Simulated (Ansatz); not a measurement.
CsPbI3: response to strain

Base system: CsPbI$_{3}$ in the cubic perovskite structure (space group Pm-3m, No. 221; a = 6.390 Å). Axes: x, y, z lie along the cube axes.

Strains are applied to the cell and any free atomic positions relax; under biaxial strain the out-of-plane vector relaxes too; under stress the whole cell relaxes.

All numbers come from PBE/PAW in Ansatz (an electronic-structure program), scalar-relativistic without spin-orbit coupling.

Notes on the quantities. energy relative to the base: free energy F.

| variant | gap character | volume per atom | energy relative to the base | hole mass | band gap |
|---|---|---|---|---|---|
| base | direct at R | 52.20 Å³ | 0 meV/atom | 0.15 mₑ (at R) | 1.48 eV |
| biaxial strain −0.65 %, plane normal [001], relaxed out of plane | direct at A | 51.62 Å³ | +0.5 meV/atom | 0.16 mₑ out of plane, 0.14 mₑ in plane (at R) | 1.42 eV |
| biaxial strain −3.96 %, plane normal [111], relaxed out of plane | direct at T | 50.67 Å³ | +8.7 meV/atom | 0.12 mₑ along k, 0.15 mₑ across (at R) | 1.36 eV |
| biaxial strain +4.33 %, plane normal [111], relaxed out of plane | direct at T | 53.90 Å³ | +9.5 meV/atom | 0.20 mₑ out of plane, 0.16 mₑ in plane (at R) | 1.46 eV |
| isotropic strain +0.87 % | direct at R | 53.57 Å³ | +1.6 meV/atom | 0.16 mₑ (at R) | 1.55 eV |
| uniaxial strain ε_xx = −4.02 % | direct at A | 50.10 Å³ | +11 meV/atom | 0.099 mₑ along x, 0.15 mₑ across (at R) | 1.24 eV |
| uniaxial strain ε_zz = −2.73 % | direct at A | 50.77 Å³ | +4.7 meV/atom | 0.11 mₑ along z, 0.15 mₑ across (at R) | 1.33 eV |
| uniaxial strain ε_zz = +4.87 % | direct at A | 54.74 Å³ | +11 meV/atom | … | 1.42 eV |
| uniaxial stress, 2 GPa tension along z | direct at A | 57.59 Å³ | +57 meV/atom | 0.67 mₑ along z, 0.13 mₑ across (at R) | 1.19 eV |

Problem. Some entries are withheld; estimate them.

Solution. 
- uniaxial strain ε_zz = +4.87 %, hole mass: 0.26 mₑ along z, 0.15 mₑ across (at R)

Spin-orbit coupling, missing from the scalar runs, can matter with I and Pb. Masses are band curvatures over ±0.01 Å⁻¹ around the edge. Along k means along the line from Γ to the band edge. Beyond what the load breaks, stability against distortions was not tested. Many cubic perovskites are stable only at high temperature; tilts and polar distortions were not tested. This is not the structure that CsPbI3 has at room temperature and ambient pressure. Labels are those of the standard path for the cell's own space group.
